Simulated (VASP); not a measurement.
Calculation: vdW-DF-cx, VASP's PBE PAW potentials (set 64) (plane waves; VASP 6.6.1).

VASP ran on this input.

### POSCAR
```
CsBr
1
    4.2592314978     0.0000000000     0.0000000000
    0.0000000000     4.2592314978     0.0000000000
    0.0000000000     0.0000000000     4.2592314978
Cs Br
1 1
Direct
  0.0000000000   0.0000000000   0.0000000000
  0.5000000000   0.5000000000   0.5000000000
```

INCAR:
```
! general
SYSTEM    =  CsBr
PREC      =  Accurate
ENCUT     =  520
LREAL     =  .FALSE.
LASPH     =  .TRUE.

! electronic loop
EDIFF     =  1E-7
NELM      =  100
ALGO      =  Normal
LMAXMIX   =  4

! smearing
ISMEAR    =  -5

! functional
GGA       =  CX
LUSE_VDW  =  .TRUE.
AGGAC     =  0.0

! ions
ISIF      =  2

! output
LWAVE     =  .FALSE.
LCHARG    =  .TRUE.
LORBIT    =  11
NEDOS     =  601
```

File KPOINTS:
```
Automatic
0
Gamma
  7 7 7
```

POTCAR, in this order: Cs_sv Br (PBE.64 set). Program: vasp_std.

Output

OSZICAR:
```
       N       E                     dE             d eps       ncg     rms          rms(c)
DAV:   1     0.102889855606E+03    0.10289E+03   -0.66403E+03   480   0.112E+03
DAV:   2     0.589476343594E+01   -0.96995E+02   -0.91988E+02   720   0.183E+02
DAV:   3    -0.176814453098E+01   -0.76629E+01   -0.76386E+01   600   0.575E+01
DAV:   4    -0.184946317335E+01   -0.81319E-01   -0.81303E-01   560   0.709E+00
DAV:   5    -0.185015968900E+01   -0.69652E-03   -0.69623E-03   608   0.639E-01    0.172E+00
DAV:   6    -0.164018316317E+01    0.20998E+00   -0.32703E-01   552   0.303E+00    0.102E+00
DAV:   7    -0.160982464531E+01    0.30359E-01   -0.16800E-01   592   0.223E+00    0.529E-01
DAV:   8    -0.161469504403E+01   -0.48704E-02   -0.12931E-02   536   0.849E-01    0.909E-02
DAV:   9    -0.161558906080E+01   -0.89402E-03   -0.22090E-03   552   0.328E-01    0.703E-02
DAV:  10    -0.161572579759E+01   -0.13674E-03   -0.19817E-04   560   0.116E-01    0.141E-02
DAV:  11    -0.161574305916E+01   -0.17262E-04   -0.50669E-05   592   0.492E-02    0.550E-03
DAV:  12    -0.161574543927E+01   -0.23801E-05   -0.99307E-06   568   0.226E-02    0.136E-03
DAV:  13    -0.161574546801E+01   -0.28737E-07   -0.21539E-07   532   0.364E-03
   1 F= -.16157455E+01 E0= -.16157455E+01  d E =0.000000E+00
```

File OUTCAR:
```
------------------------ aborting loop because EDIFF is reached ----------------------------------------
  FORCE on cell =-STRESS in cart. coord.  units (eV):
  Direction    XX          YY          ZZ          XY          YZ          ZX
  --------------------------------------------------------------------------------------
  Total       -0.0077494     -0.0077494     -0.0077494     -0.0000000     -0.0000000      0.0000000
  in kB       -0.1606885     -0.1606885     -0.1606885     -0.0000000     -0.0000000      0.0000000
  external PRESSURE =      -0.1606885 kB  Pullay stress =       0.0000000 kB
  volume of cell :       77.27
      direct lattice vectors                 reciprocal lattice vectors
     4.259231498  0.000000000  0.000000000     0.234784139  0.000000000  0.000000000
     0.000000000  4.259231498  0.000000000     0.000000000  0.234784139  0.000000000
     0.000000000  0.000000000  4.259231498     0.000000000  0.000000000  0.234784139
 POSITION                                       TOTAL-FORCE (eV/Angst)
 -----------------------------------------------------------------------------------
      0.00000      0.00000      0.00000         0.000000      0.000000      0.000000
      2.12962      2.12962      2.12962         0.000000      0.000000      0.000000
 -----------------------------------------------------------------------------------
    total drift:                                0.000000      0.000000     -0.000000
  FREE ENERGIE OF THE ION-ELECTRON SYSTEM (eV)
  ---------------------------------------------------
  free  energy   TOTEN  =        -1.6157454680 eV

  energy  without entropy=       -1.6157454680  energy(sigma->0) =       -1.61574547

 total charge

# of ion       s       p       d       tot
------------------------------------------
    1        1.833   4.694   0.033   6.560
    2        1.608   3.276   0.002   4.886
--------------------------------------------------
tot          3.441   7.969   0.035  11.445
```
(Selected blocks of OUTCAR.)

**OUTCAR**
```
 val. band max:       -0.2640851474   @ k =   0.0000   0.0000   0.0000

 cond. band min:       4.3188288926   @ k =   0.0000   0.0000   0.0000


 Fermi energy:        -0.2341115041

 k-point     1 :       0.0000    0.0000    0.0000
  band No.  band energies     occupation
      1     -20.0356      2.00000
      2     -12.6590      2.00000
      3      -6.6091      2.00000
      4      -6.6091      2.00000
      5      -6.6091      2.00000
      6      -0.2641      2.00000
      7      -0.2641      2.00000
      8      -0.2641      2.00000
      9       4.3188      0.00000
     10       4.6296      0.00000
     11       4.6296      0.00000
     12       8.8930      0.00000

 k-point     2 :       0.1429    0.0000    0.0000
  band No.  band energies     occupation
      1     -20.0247      2.00000
      2     -12.6625      2.00000
      3      -6.6915      2.00000
      4      -6.5880      2.00000
      5      -6.5880      2.00000
      6      -0.5947      2.00000
      7      -0.3062      2.00000
      8      -0.3062      2.00000
      9       4.7646      0.00000
     10       4.8264      0.00000
     11       5.1007      0.00000
     12       8.7800      0.00000

 k-point     3 :       0.2857    0.0000    0.0000
  band No.  band energies     occupation
      1     -20.0001      2.00000
      2     -12.6720      2.00000
      3      -6.8610      2.00000
      4      -6.5396      2.00000
      5      -6.5396      2.00000
      6      -1.1933      2.00000
      7      -0.4035      2.00000
      8      -0.4035      2.00000
      9       5.1405      0.00000
     10       5.9590      0.00000
     11       6.2564      0.00000
     12       8.6531      0.00000

 k-point     4 :       0.4286    0.0000    0.0000
  band No.  band energies     occupation
      1     -19.9801      2.00000
      2     -12.6810      2.00000
      3      -6.9829      2.00000
      4      -6.4997      2.00000
      5      -6.4997      2.00000
      6      -1.5895      2.00000
...
```

Unless said otherwise, spin-orbit coupling is left out, though it shifts the bands of the heavy elements here.

The compound is CsBr in the CsCl type structure. It was relaxed first.
